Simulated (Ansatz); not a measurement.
Runs of Ansatz 0.2.0 on Pb. Symmetry: Fm-3m, No. 225, cubic system. Conventional cell: a = 4.950 Å, b = 4.950 Å, c = 4.950 Å, α = 90.00°, β = 90.00°, γ = 90.00°. Pb (site symmetry m-3m) has 12 Pb at 3.50 Å as nearest neighbours. 

```csv
task,potentials or basis,spin,cell,k mesh,cutoff (eV),pressure (GPa)
band structure,"all-electron LAPW, scalar-relativistic",off,as given,7 × 7 × 7,154,0.0
band structure,"all-electron LAPW, relativistic spinors","SOC, no magnetisation",as given,7 × 7 × 7,154,-0.1
relaxation of cell and atoms,"all-electron LAPW, scalar-relativistic",off,relaxed to 20 GPa,9 × 9 × 9,-,20.0
band structure,"all-electron LAPW, scalar-relativistic",off,as given,9 × 9 × 9,154,-0.6
relaxation of cell and atoms,"all-electron LAPW, scalar-relativistic",off,relaxed to 10 GPa,9 × 9 × 9,-,10.0
band structure,"all-electron LAPW, non-relativistic",off,as given,9 × 9 × 9,153,(a)
relaxation of cell and atoms,"all-electron LAPW, scalar-relativistic",off,relaxed,9 × 9 × 9,-,0.0
relaxation of cell and atoms,"all-electron LAPW, scalar-relativistic",off,relaxed to 30 GPa,9 × 9 × 9,-,30.0
```

Alike in all rows: level PBEsol; smearing fermi-dirac 0.05 eV; basis error allowed 0.001 eV/atom.

Task: Estimate the missing entries.

Result: (a) 1.7.

Caveats: the k mesh is thin for a metal, which can move the energy by tens of meV per atom (some runs); relativity is left out, which matters for the heavier elements (some runs).
